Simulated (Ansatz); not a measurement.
**Eigenvalues along a path: P (bcc type)**

```
CELL_PARAMETERS angstrom
-1.12418 1.12418 1.12418
1.12418 -1.12418 1.12418
1.12418 1.12418 -1.12418
ATOMIC_POSITIONS crystal
P 0.00000 0.00000 0.00000
```

The cell comes from a relaxation on PAW files under the same functional, begun from a prototype that needn't be the stable phase.

Computed with Ansatz 0.2.0; functional PBE, scalar-relativistic. Settings: a Γ-centred 17×17×17 k mesh, Fermi–Dirac smearing of 0.1 eV, no spin polarisation. Methods: LAPW: all electrons, basis error target 1 meV/atom.

This run: volume at 0.4 of the series' base cell.

Path points, in fractions of the reciprocal vectors: Γ (0.000, 0.000, 0.000), H (0.500, -0.500, 0.500), N (0.000, 0.000, 0.500), P (0.250, 0.250, 0.250). The distance column jumps between branches of the path. Levels in eV from the Fermi level; bands 5 to 9, counted from the lowest band of the run. The gap is zero, the pressure 582.4 GPa.

```
# k(1/Å) point b5 b6 b7 b8 b9
0.000 Γ -29.71 14.87 14.87 14.87 21.73
0.349 - -29.28 12.37 12.37 15.31 17.39
0.699 - -27.97 8.21 8.21 11.81 16.62
1.048 - -25.83 4.34 4.34 6.91 13.76
1.397 - -22.88 1.11 1.11 2.86 10.65
1.747 - -19.17 -1.39 -1.39 -0.31 7.64
2.096 - -14.78 -3.17 -3.17 -2.58 4.53
2.445 - -9.80 -4.24 -4.24 -3.94 0.57
2.795 H -4.59 -4.59 -4.59 -4.40 -4.40
3.042 - -7.54 -6.43 -4.41 -2.65 -1.03
3.289 - -10.18 -8.37 -3.88 -0.90 2.84
3.536 - -12.40 -10.20 -3.00 0.90 7.11
3.783 - -14.21 -11.81 -1.76 2.86 11.75
4.030 - -15.61 -13.12 -0.17 5.07 16.70
4.277 - -16.61 -14.09 1.77 7.53 13.99
4.524 - -17.20 -14.69 3.96 10.12 10.65
4.771 N -17.40 -14.89 5.54 8.69 11.91
5.018 - -19.47 -12.46 5.75 8.82 12.08
5.265 - -22.07 -8.77 6.38 9.21 12.61
5.512 - -24.35 -4.67 7.40 9.87 13.49
5.759 - -26.26 -0.25 8.81 10.77 14.72
6.006 - -27.76 4.42 10.52 11.89 16.29
6.253 - -28.84 9.15 12.41 13.15 18.17
6.500 - -29.49 13.22 14.11 14.33 20.11
6.747 Γ -29.71 14.87 14.87 14.87 21.73
7.049 - -29.38 13.15 13.15 13.70 20.16
7.352 - -28.41 8.93 8.93 11.14 20.19
7.654 - -26.79 4.34 4.34 8.12 21.46
7.957 - -24.56 0.12 0.12 5.02 23.43
8.259 - -21.76 -3.57 -3.57 2.07 25.84
8.562 - -18.43 -6.67 -6.67 -0.54 28.26
8.864 - -14.70 -9.17 -9.17 -2.60 30.20
9.167 P -11.06 -11.06 -11.06 -3.57 31.13
9.469 - -12.35 -12.35 -9.04 -1.89 29.55
9.772 - -13.04 -13.04 -8.77 2.59 24.90
10.074 - -13.13 -13.13 -8.64 8.18 19.09
10.377 - -12.62 -12.62 -8.16 13.34 13.34
10.679 - -11.50 -11.50 -7.28 8.02 8.02
10.982 - -9.78 -9.78 -6.14 3.25 3.25
11.285 - -7.44 -7.44 -5.06 -0.93 -0.93
11.587 H -4.59 -4.59 -4.59 -4.40 -4.40
14.007 P -11.06 -11.06 -11.06 -3.57 31.13
14.182 - -12.56 -11.32 -9.37 -3.14 30.42
14.357 - -13.85 -11.96 -7.48 -1.99 28.63
14.531 - -14.94 -12.71 -5.39 -0.37 26.25
14.706 - -15.83 -13.44 -3.12 1.53 23.33
14.881 - -16.52 -14.05 -0.68 3.62 19.74
15.055 - -17.01 -14.51 1.85 5.77 16.33
15.230 - -17.30 -14.79 4.26 7.73 13.37
15.404 N -17.40 -14.89 5.54 8.69 11.91
```
